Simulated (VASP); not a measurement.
## VASP 6.6.1 run: Be2C

INCAR

```
EDIFF = 1E-9
ISMEAR = 0
ENCUT = 250
NELM = 94
LWAVE = .FALSE.
IBRION = -1
ISIF = 2
ALGO = Normal
LCHARG = .FALSE.
LASPH = .TRUE.
NBANDS = 11
PREC = Accurate
GGA = PS
SIGMA = 0.01
NSW = 0
LREAL = .FALSE.
```

KPOINTS

```
KPOINTS created by Atomic Simulation Environment
0
Gamma
10 10 10
0 0 0
```

POSCAR

```
C  Be
 1.0000000000000000
     0.0000000000000000    2.1604856385051030    2.1604856385051030
     2.1604856385051030    0.0000000000000000    2.1604856385051030
     2.1604856385051030    2.1604856385051030   -0.0000000000000000
 C   Be
   1   2
Cartesian
 -0.0000000000000000  0.0000000000000000 -0.0000000000000000
  1.0802428192525513  1.0802428192525513  1.0802428192525513
  3.2407284577576547  3.2407284577576547  3.2407284577576547
```

The recommended PBE PAW datasets give the neutral cell 8 valence electrons.

Command

```
mpirun -np 1 vasp_std
```

Task: Predict the outcome of this run.

Result: It converged. Results: gap between bands v and c on the k mesh 0.94 eV; least direct gap on the k mesh 4.02 eV; pressure -17.7 GPa. Band v is the last that the valence electrons fill when counted band by band, and c is the next.

OSZICAR

```
N       E                     dE             d eps       ncg     rms          rms(c)
DAV:   1    -0.912152077687E+01   -0.91215E+01   -0.23790E+03  1120   0.357E+02
DAV:   2    -0.190554654381E+02   -0.99339E+01   -0.96948E+01  1396   0.708E+01
DAV:   3    -0.192429089380E+02   -0.18744E+00   -0.18710E+00  1307   0.768E+00
DAV:   4    -0.192431603053E+02   -0.25137E-03   -0.25135E-03  1164   0.315E-01
DAV:   5    -0.192431605755E+02   -0.27017E-06   -0.27018E-06  1285   0.926E-03    0.463E+00
DAV:   6    -0.184912493827E+02    0.75191E+00   -0.18735E+00  1094   0.624E+00    0.194E+00
DAV:   7    -0.184255428880E+02    0.65706E-01   -0.16206E-01  1204   0.218E+00    0.102E+00
DAV:   8    -0.184124109784E+02    0.13132E-01   -0.95437E-03  1115   0.720E-01    0.141E-01
DAV:   9    -0.184122995976E+02    0.11138E-03   -0.29673E-04  1214   0.927E-02    0.744E-02
DAV:  10    -0.184123124741E+02   -0.12877E-04   -0.53384E-05  1175   0.439E-02    0.467E-03
DAV:  11    -0.184123125877E+02   -0.11355E-06   -0.20456E-06  1241   0.753E-03    0.190E-03
DAV:  12    -0.184123125433E+02    0.44423E-07   -0.57279E-08  1204   0.176E-03    0.404E-04
DAV:  13    -0.184123125813E+02   -0.38061E-07   -0.75251E-10  1200   0.202E-04    0.535E-05
DAV:  14    -0.184123125837E+02   -0.24018E-08   -0.65119E-11   595   0.446E-05    0.750E-06
DAV:  15    -0.184123125844E+02   -0.64676E-09   -0.68033E-12   580   0.177E-05
   1 F= -.18412313E+02 E0= -.18412313E+02  d E =-.995202E-13
```

For comparison, a separate r²SCAN run of the intended cell, on usual settings and not on those above, gives a gap of 1.53 eV on its mesh and a pressure of 1.0 GPa.
